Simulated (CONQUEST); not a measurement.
# Rh (P-1) in CONQUEST: convergence with k mesh

Aim: find how far k mesh must go before the results for Rh settle, at PBEsol. This setting moves, with any that are tied to it; all else stays.

Everything below comes from runs of CONQUEST 1.3. Logs are shortened: lines on timing, memory, paths and dates and some standing lists are left out, and cuts for length are marked.

## 1. The cell of the first run

The typed cell holds 2 atoms: a = 2.684 Å, b = 2.684 Å, c = 3.796 Å, α = 90.00°, β = 90.00°, γ = 90.00°.

The cell isn't the ideal one: atoms moved at random.

## 2. With k mesh 2 × 2 × 1

File Conquest_input:

```
IO.Title Rh
IO.Coordinates coords.dat
IO.FractionalAtomicCoords T
IO.Iprint 2
IO.Iprint_init 1
General.NumberOfSpecies 1
General.PseudopotentialType hamann
AtomMove.TypeOfRun static
AtomMove.FullStress T
Grid.GridCutoff 120
DM.SolutionMethod diagon
Diag.MPMesh T
Diag.GammaCentred T
Diag.MPMeshX 2
Diag.MPMeshY 2
Diag.MPMeshZ 1
Diag.kT 0.00183747
minE.SCTolerance 1e-6
SC.MaxIters 100
IO.AtomChargeOutput T
%block ChemicalSpeciesLabel
1 102.910 Rh
%endblock
```

File coords.dat:

```
    5.0719591730     0.0000000000     0.0000000000
    0.0000000000     5.0719591730     0.0000000000
    0.0000000000     0.0000000000     7.1728334512
2
  0.0005820000  -0.0076560000   0.0046140000 1 T T T
  0.4968650000   0.5007450000   0.5007840000 1 T T T
```

Potentials or basis: PseudoDojo NC PBEsol, DZP, grid cutoff 120 Ha.

On the command line:

```bash
$ OMP_NUM_THREADS=1 Conquest
```

Run time: 38 s. Hardware: 1 thread of INTEL XEON PLATINUM 8581C at 2.10GHz (Emerald Rapids), shared host; peak memory 0.65 GiB.

Results:

* Free energy: -6377.9140 eV
* Pressure: 13.6 GPa
* Band gap on the k mesh: none (metal or under the smearing width)

## 3. With k mesh 2 × 2 × 2

Conquest_input, as its differences from that of step 2:

```diff
@@ -15,3 +15,3 @@
 Diag.MPMeshY 2
-Diag.MPMeshZ 1
+Diag.MPMeshZ 2
 Diag.kT 0.00183747
```

coords.dat is that of step 2.

Potentials or basis: PseudoDojo NC PBEsol, DZP, grid cutoff 120 Ha.

On the command line:

```bash
$ OMP_NUM_THREADS=1 Conquest
```

It took 43 s on 1 thread of INTEL XEON PLATINUM 8581C at 2.10GHz (Emerald Rapids), shared host; peak memory 0.65 GiB.

What came out:

| Quantity | Value |
| --- | --- |
| Free energy | -6376.5194 eV |
| Pressure | 16.3 GPa |
| Largest force | 0.095 eV/Å |
| Band gap on the k mesh | none (metal or under the smearing width) |

## 4. With k mesh 3 × 3 × 3

Conquest_input, as its differences from that of step 3:

```diff
@@ -13,5 +13,5 @@
 Diag.GammaCentred T
-Diag.MPMeshX 2
-Diag.MPMeshY 2
-Diag.MPMeshZ 2
+Diag.MPMeshX 3
+Diag.MPMeshY 3
+Diag.MPMeshZ 3
 Diag.kT 0.00183747
```

coords.dat is that of step 3.

On the command line:

```bash
$ OMP_NUM_THREADS=1 Conquest
```

Wall time 34 s (1 thread of INTEL XEON PLATINUM 8581C at 2.10GHz (Emerald Rapids), shared host); peak memory 0.65 GiB.

Results:

- Free energy: -6377.6119 eV
- Pressure: 10.1 GPa
- Largest force: 0.137 eV/Å
- Band gap on the k mesh: none (metal or under the smearing width)

## 5. With k mesh 4 × 4 × 3

Conquest_input, as its differences from that of step 4:

```diff
@@ -13,4 +13,4 @@
 Diag.GammaCentred T
-Diag.MPMeshX 3
-Diag.MPMeshY 3
+Diag.MPMeshX 4
+Diag.MPMeshY 4
 Diag.MPMeshZ 3
```

coords.dat is that of step 4.

On the command line:

```bash
$ OMP_NUM_THREADS=1 Conquest
```

Run time: 35 s. Hardware: 1 thread of INTEL XEON PLATINUM 8581C at 2.10GHz (Emerald Rapids), shared host; peak memory 0.65 GiB.

Results:

```
Free energy            : -6378.9118 eV
Pressure               : -1.4 GPa
Largest force          : 0.320 eV/Å
Band gap on the k mesh : none (metal or under the smearing width)
```

## 6. With k mesh 6 × 6 × 4

Conquest_input, as its differences from that of step 5:

```diff
@@ -13,5 +13,5 @@
 Diag.GammaCentred T
-Diag.MPMeshX 4
-Diag.MPMeshY 4
-Diag.MPMeshZ 3
+Diag.MPMeshX 6
+Diag.MPMeshY 6
+Diag.MPMeshZ 4
 Diag.kT 0.00183747
```

coords.dat is that of step 5.

Potentials or basis: PseudoDojo NC PBEsol, DZP, grid cutoff 120 Ha.

On the command line:

```bash
$ OMP_NUM_THREADS=1 Conquest
```

Wall time 46 s (1 thread of INTEL XEON PLATINUM 8581C at 2.10GHz (Emerald Rapids), shared host); peak memory 0.65 GiB.

Results (log left out):

| Item | Value |
| --- | --- |
| Free energy | -6378.6035 eV |
| Pressure | 1.5 GPa |
| Largest force | 0.227 eV/Å |
| Band gap on the k mesh | none (metal or under the smearing width) |

## 7. With k mesh 7 × 7 × 5

Conquest_input, as its differences from that of step 6:

```diff
@@ -13,5 +13,5 @@
 Diag.GammaCentred T
-Diag.MPMeshX 6
-Diag.MPMeshY 6
-Diag.MPMeshZ 4
+Diag.MPMeshX 7
+Diag.MPMeshY 7
+Diag.MPMeshZ 5
 Diag.kT 0.00183747
```

coords.dat is that of step 6.

On the command line:

```bash
$ OMP_NUM_THREADS=1 Conquest
```

It took 49 s on 1 thread of INTEL XEON PLATINUM 8581C at 2.10GHz (Emerald Rapids), shared host; peak memory 0.65 GiB.

Results (log left out):

```yaml
Free_energy: -6378.6891 eV
Pressure: 0.5 GPa
Largest_force: 0.287 eV/Å
Band_gap_on_the_k_mesh: none (metal or under the smearing width)
```

## 8. With k mesh 8 × 8 × 6

Conquest_input, as its differences from that of step 7:

```diff
@@ -13,5 +13,5 @@
 Diag.GammaCentred T
-Diag.MPMeshX 7
-Diag.MPMeshY 7
-Diag.MPMeshZ 5
+Diag.MPMeshX 8
+Diag.MPMeshY 8
+Diag.MPMeshZ 6
 Diag.kT 0.00183747
```

coords.dat is that of step 7.

On the command line:

```bash
$ OMP_NUM_THREADS=1 Conquest
```

Wall time 69 s (1 thread of INTEL XEON PLATINUM 8581C at 2.10GHz (Emerald Rapids), shared host); peak memory 0.65 GiB.

Results (log left out):

| Item | Value |
| --- | --- |
| Free energy | -6378.6313 eV |
| Pressure | 1.3 GPa |
| Largest force | 0.233 eV/Å |
| Band gap on the k mesh | none (metal or under the smearing width) |

## 9. With k mesh 10 × 10 × 7

Conquest_input, as its differences from that of step 8:

```diff
@@ -13,5 +13,5 @@
 Diag.GammaCentred T
-Diag.MPMeshX 8
-Diag.MPMeshY 8
-Diag.MPMeshZ 6
+Diag.MPMeshX 10
+Diag.MPMeshY 10
+Diag.MPMeshZ 7
 Diag.kT 0.00183747
```

coords.dat is that of step 8.

Potentials or basis: PseudoDojo NC PBEsol, DZP, grid cutoff 120 Ha.

On the command line:

```bash
$ OMP_NUM_THREADS=1 Conquest
```

Run time: 93 s. Hardware: 1 thread of INTEL XEON PLATINUM 8581C at 2.10GHz (Emerald Rapids), shared host; peak memory 0.65 GiB.

It converged, with:

* Free energy: -6378.6454 eV
* Pressure: 1.1 GPa
* Largest force: 0.262 eV/Å
* Band gap on the k mesh: none (metal or under the smearing width)

## 10. With k mesh 12 × 12 × 9

Conquest_input, as its differences from that of step 9:

```diff
@@ -13,5 +13,5 @@
 Diag.GammaCentred T
-Diag.MPMeshX 10
-Diag.MPMeshY 10
-Diag.MPMeshZ 7
+Diag.MPMeshX 12
+Diag.MPMeshY 12
+Diag.MPMeshZ 9
 Diag.kT 0.00183747
```

coords.dat is that of step 9.

On the command line:

```bash
$ OMP_NUM_THREADS=1 Conquest
```

It took 2.5 min on 1 thread of INTEL XEON PLATINUM 8581C at 2.10GHz (Emerald Rapids), shared host; peak memory 0.65 GiB.

The run converged. Its results:

```
Free energy            : -6378.6485 eV
Pressure               : 1.0 GPa
Largest force          : 0.261 eV/Å
Band gap on the k mesh : none (metal or under the smearing width)
```

## 11. With k mesh 14 × 14 × 10

Conquest_input, as its differences from that of step 10:

```diff
@@ -13,5 +13,5 @@
 Diag.GammaCentred T
-Diag.MPMeshX 12
-Diag.MPMeshY 12
-Diag.MPMeshZ 9
+Diag.MPMeshX 14
+Diag.MPMeshY 14
+Diag.MPMeshZ 10
 Diag.kT 0.00183747
```

coords.dat is that of step 10.

Potentials or basis: PseudoDojo NC PBEsol, DZP, grid cutoff 120 Ha.

On the command line:

```bash
$ OMP_NUM_THREADS=1 Conquest
```

What it wrote:

```text
Simulation cell dimensions:     5.0720 a0 x     5.0720 a0 x     7.1728 a0

      Atomic coordinates (a0)
         Atom         X         Y         Z  Species
            1    0.0030    5.0331    0.0331        1
            2    2.5201    2.5398    3.5920        1

         Monkhorst-Pack mesh:  14 x  14 x  10 gamma-centred
        This calculation includes non-local pseudopotentials,
         with a maximum core radius of      7.65940585

    Job title: Rh
    Job to be run: static calculation

[... 5 lines left out ...]
      Using Fermi-Dirac smearing

    Integration grid size:     32 x   32 x   36

    Integration grid spacing:  0.158 a0 x 0.158 a0 x 0.199 a0

    Number of species:  1
    --------------------------------------------------------
    |   #  mass (au)  Charge (e)  SF Rad (a0)  NSF  Label  |
    --------------------------------------------------------
    |   1    102.910      17.000        7.970   19  Rh     |
    --------------------------------------------------------
          SCF tolerance:                 0.00000100
          SCF iterations:               100

    LibXC version:  6. 2. 2
    Using the GGA functional Perdew, Burke & Ernzerhof SOL
    Using the GGA functional Perdew, Burke & Ernzerhof SOL

           radial cut-off to be used is taken to be max PAO cut-off radius for this species:    7.659406

           greatest ang. mom. for making density from PAOs:  2
    Minimum blocs/proc is      576. Maximum blocs/proc is      576
    set_atom_dens: In set_atomic_density, electrons :      34.000000000000
 matrix_size & matrix_size_padH =           38          38

    Screened ion int: energy:    -188.207327233903 Ha

    new_SC_potl: Starting.  Tolerance:  0.10000E-05

    PulayMixSC: Starting Pulay mixing, A_up =  0.500 A_dn =  0.500
    PulayMixSC: Spin non-polarised calculation.
          Harris-Foulkes Energy            :      -234.450876767211184 Ha
          GroundState Energy (E-(1/2)TS)   :      -234.451235571864288 Ha
          Free Energy (E-TS)               :      -234.451594376517392 Ha
          DFT Total Energy                 :      -234.364088988455251 Ha
          Total number of electrons        :        33.999999999999979
    PulayMixSC: Pulay iteration     1 residual:              0.47960E-02
          Harris-Foulkes Energy            :      -234.410635358383274 Ha
          GroundState Energy (E-(1/2)TS)   :      -234.411021169910867 Ha
          Free Energy (E-TS)               :      -234.411406981438461 Ha
          DFT Total Energy                 :      -234.409819700229605 Ha
          Total number of electrons        :        34.000017952542358
    PulayMixSC: Pulay iteration     2 residual:              0.86000E-03
          Harris-Foulkes Energy            :      -234.410197783281944 Ha
          GroundState Energy (E-(1/2)TS)   :      -234.410580684126018 Ha
          Free Energy (E-TS)               :      -234.410963584970091 Ha
          DFT Total Energy                 :      -234.410133044332724 Ha
          Total number of electrons        :        34.000027608605620
    PulayMixSC: Pulay iteration     3 residual:              0.38392E-03
          Harris-Foulkes Energy            :      -234.410138494422853 Ha
          GroundState Energy (E-(1/2)TS)   :      -234.410521426940022 Ha
          Free Energy (E-TS)               :      -234.410904359457220 Ha
          DFT Total Energy                 :      -234.410137546728151 Ha
          Total number of electrons        :        34.000035802249286
    PulayMixSC: Pulay iteration     4 residual:              0.12856E-04
          Harris-Foulkes Energy            :      -234.410139484669912 Ha
          GroundState Energy (E-(1/2)TS)   :      -234.410522395665481 Ha
          Free Energy (E-TS)               :      -234.410905306661022 Ha
          DFT Total Energy                 :      -234.410128143023059 Ha
          Total number of electrons        :        34.000036055897901
    PulayMixSC: Pulay iteration     5 residual:              0.33681E-04
          Harris-Foulkes Energy            :      -234.410138393182478 Ha
          GroundState Energy (E-(1/2)TS)   :      -234.410521297925015 Ha
          Free Energy (E-TS)               :      -234.410904202667524 Ha
          DFT Total Energy                 :      -234.410138362074434 Ha
          Total number of electrons        :        34.000036144504641
    PulayMixSC: Pulay iteration     6 residual:              0.27106E-05
          Harris-Foulkes Energy            :      -234.410138434201997 Ha
          GroundState Energy (E-(1/2)TS)   :      -234.410521343674560 Ha
          Free Energy (E-TS)               :      -234.410904253147123 Ha
          DFT Total Energy                 :      -234.410138434158284 Ha
          Total number of electrons        :        34.000036180557181
    PulayMixSC: Pulay iteration     7 residual:              0.20005E-06
    PulayMixSC: Reached SCF tolerance of  0.20005E-06 after      7 iterations
      | Number of electrons      =        34.000036
      |* band energy as 2Tr[K.H] =       -41.818110190180704 Ha
      |  screened ion-ion energy =      -188.207327233903470 Ha
      |  Ha correction           =         1.896796742907760 Ha
      |  XC correction           =        -6.281497303252302 Ha
      | GS Energy as E-(1/2)TS   =      -234.410521343674560 Ha
      | Free Energy as E-TS      =      -234.410904253147123 Ha
      |* Harris-Foulkes energy   =      -234.410138434201997 Ha
      |* DFT total energy        =      -234.410138434158284 Ha
      |  estimated accuracy      =        -0.000000000043713 Ha

    force: Forces on atoms (Ha/a0)
    force:  Atom   X              Y              Z
    force:     1  -0.0014447134   0.0031663605  -0.0033562957
    force:     2   0.0013458167  -0.0032318608   0.0036866280

    force: Maximum force :        0.00368663(Ha/a0) on atom         2 in z direction
    force: Force Residual:        0.00496111 Ha/a0
    force: Total stress:         -1.25791142     0.05489982    -0.03070184 GPa
                             0.05489976    -1.21454713     0.08717010
                            -0.03070195     0.08716999    -0.71889673
    force: Average pressure:      1.06378510 GPa

    force: Finished force
    get_E_and_F: Change in energy during last step of electronic optimisation: -0.41020E-07

    BIBLIOGRAPHY: Please consider citing the following references in the conquest.bib file

    CONQUEST:         Bowler2002pt, Miyazaki2004, Nakata2020
    Basis:            Bowler2019
    DM:               Bowler:2006xr
    Pseudopotentials: Hamann2013, Bowler2019
    XC references from LibXC:
```

Run time: 3.6 min. Hardware: 1 thread of INTEL XEON PLATINUM 8581C at 2.10GHz (Emerald Rapids), shared host; peak memory 0.65 GiB.

Results:

| Item | Value |
| --- | --- |
| Free energy | -6378.6457 eV |
| Pressure | 1.1 GPa |
| Largest force | 0.261 eV/Å |
| Band gap on the k mesh | none (metal or under the smearing width) |

## 12. The series at a glance

```
      k mesh  energy less the tightest run, at zero smearing (meV/atom)  pressure (GPa)  largest force (eV/Å)  SCF cycles  CPU time (s)  peak memory (GiB)
   2 × 2 × 1                                                     377.17           13.55                     -          11            38               0.65
   2 × 2 × 2                                                    1087.87           16.32                 0.095          14            43               0.65
   3 × 3 × 3                                                     530.19           10.07                 0.137           8            34               0.65
   4 × 4 × 3                                                    -131.84           -1.42                 0.320           7            35               0.65
   6 × 6 × 4                                                      21.25            1.51                 0.227           7            46               0.65
   7 × 7 × 5                                                     -22.44            0.45                 0.287           7            49               0.65
   8 × 8 × 6                                                       8.22            1.35                 0.233           7            69               0.65
 10 × 10 × 7                                                       1.74            1.09                 0.262           7            93               0.65
 12 × 12 × 9                                                      -2.10            0.95                 0.261           7           150               0.65
14 × 14 × 10                                                       0.00            1.06                 0.261           7           220               0.65
```

Against the tightest run, the largest force stays within 0.005 eV/Å from 10 × 10 × 7 on. Not settled before the last step: the energy (to 1 meV/atom), the pressure (to 0.1 GPa). Meshes of other sizes hit other points, so gaps and Fermi surfaces needn't settle smoothly. The tightest run that finished is the yardstick and may itself not be fully converged.

Caveats: the basis of atomic orbitals isn't converged, which shifts pressures, moduli and gaps.
